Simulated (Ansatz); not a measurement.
# Ti: distorted cells

Level of theory: DFT PBE, scalar-relativistic, plane waves, PAW in Ansatz.

Settings: cutoff 420 eV, Γ-centred mesh 14×14×8 on the computed 2-atom cell, Gaussian smearing of 0.10 eV; no spin polarisation.

Reference cell:

```
Ti
1.0
     2.95000    0.00000    0.00000
    -1.47500    2.55477    0.00000
     0.00000    0.00000    4.68600
Ti
2
Direct
  0.33333 0.66667 0.25000
  0.66667 0.33333 0.75000
```

Each variant moves atoms of this cell by the vectors given, if any (Å), and then applies a symmetric strain (tensor components, Cartesian axes). The reference cell isn't relaxed at this level. Energies are per atom at zero smearing, counted from the lowest variant. Pressure is positive in compression.

1. strain (xx yy zz yz xz xy, %) -3.03 -0.33 -4.47 4.00 -2.18 -2.04; moves: Ti1 (-0.027, -0.011, -0.007); Ti2 (0.027, 0.011, 0.007)
2. strain (xx yy zz yz xz xy, %) -2.96 -2.95 -1.45 -0.62 0.00 0.00; moves: Ti1 (0.000, 0.079, 0.237); Ti2 (0.000, -0.079, -0.237)
3. strain (xx yy zz yz xz xy, %) 2.17 2.39 -0.72 0.00 0.00 0.19; moves: Ti1 (0.026, -0.015, 0.000); Ti2 (-0.026, 0.015, 0.000)

```json
{"variant": "1", "ΔE (meV/atom)": "?", "P (GPa)": "?", "largest force (eV/Å)": "?", "gap on mesh (eV)": "?", "space group": "?"}
{"variant": "2", "ΔE (meV/atom)": "375.3", "P (GPa)": "18.05", "largest force (eV/Å)": "3.76", "gap on mesh (eV)": "0", "space group": "C2/m"}
{"variant": "3", "ΔE (meV/atom)": "0.0", "P (GPa)": "-5.37", "largest force (eV/Å)": "0.12", "gap on mesh (eV)": "0", "space group": "Cmcm"}
```

**Question.** Give the withheld rows.

**Answer.**
```tsv
variant	ΔE (meV/atom)	P (GPa)	largest force (eV/Å)	gap on mesh (eV)	space group
1	40.5	8.29	0.24	0	P-1
```